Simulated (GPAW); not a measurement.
# CdS: dielectric tensor with PBE

Crystal: CdS.

```
CELL_PARAMETERS angstrom
0.00000 2.71603 2.71603
2.71603 0.00000 2.71603
2.71603 2.71603 0.00000
ATOMIC_POSITIONS crystal
Cd 0.00000 0.00000 0.00000
S 0.50000 0.50000 0.50000
```

Measurements of this composition are mostly on another form, of space group No. 186.

```
Program             : GPAW 26.7.0
Task                : dielectric tensor
Functional          : PBE
Potentials or basis : GPAW PAW data sets (gpaw-data 1.2.1)
Cutoff              : 450 eV
Basis               : pw
k mesh              : 7 × 7 × 7
Occupations         : fermi-dirac, width 0.001 eV
Spin                : no spin polarisation
Response ecut       : 80 eV
Maxiter             : 150
Response k mesh     : 21 × 21 × 21
Response bands      : 29
Kernels             : ["RPA"]
Coarser k mesh      : 21 × 21 × 21
```

- Band gap on the k mesh: 0.50 eV, indirect (least direct gap 1.83 eV)
- Electronic dielectric tensor (diagonal): 8.43

Electronic dielectric tensor:
```
8.43 0.00 0.00
0.00 8.43 0.00
0.00 0.00 8.43
```

Run time: 110 s on 1 thread of AMD EPYC 7B13 (Zen 3), on a shared host, peak memory 0.48 GiB.

Caveat: the gap is small at this level, which inflates the dielectric constant; the long-wavelength limit can be off by several per cent where d states take part; an odd mesh through Γ misses points on the zone boundary, where band edges often lie.
